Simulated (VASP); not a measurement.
The system is GaN.

```
Ga N
1.0
     0.00000    2.13524    2.13524
     2.13524    0.00000    2.13524
     2.13524    2.13524    0.00000
Ga N
1 1
Direct
  0.00000 0.00000 0.00000
  0.50000 0.50000 0.50000
```

Measurements of this composition are mostly on another form, of space group No. 186.

```yaml
Program: VASP 6.6.1
Task: relaxation of cell and atoms
Functional: PBEsol
Potentials_or_basis: VASP PAW PBE potentials, release 64 (Ga_d, N_s)
Cutoff: 480 eV
k_mesh: 14 × 14 × 14
Occupations: gaussian, width 0.02 eV
Spin: no spin polarisation
```

At the start: pressure -7.3 GPa; volume 9.74 Å³/atom.

Q: Where does the relaxation end?

A: Over 3 steps the energy falls by 7.7 meV/atom and the volume is 9.41 Å³/atom (-3.3 %); space group Fm-3m (No. 225, to 0.05 Å).

The path:
| step | energy change (eV) | largest force (eV/Å) | pressure (GPa) | volume (Å³) |
| --- | --- | --- | --- | --- |
| 1 | 0.0000 | 0.0000 | -7.34 | 19.47 |
| 2 | -0.0017 | 0.0000 | 7.70 | 18.24 |
| 3 | -0.0154 | 0.0000 | -0.08 | 18.82 |

Final structure:
```
Ga N
1.0
     0.00000    2.11133    2.11133
     2.11133    0.00000    2.11133
     2.11133    2.11133    0.00000
Ga N
1 1
Direct
  0.00000 0.00000 0.00000
  0.50000 0.50000 0.50000
```

Caveat: the PAW data sets were made with another functional, which shifts forces and pressure a little.
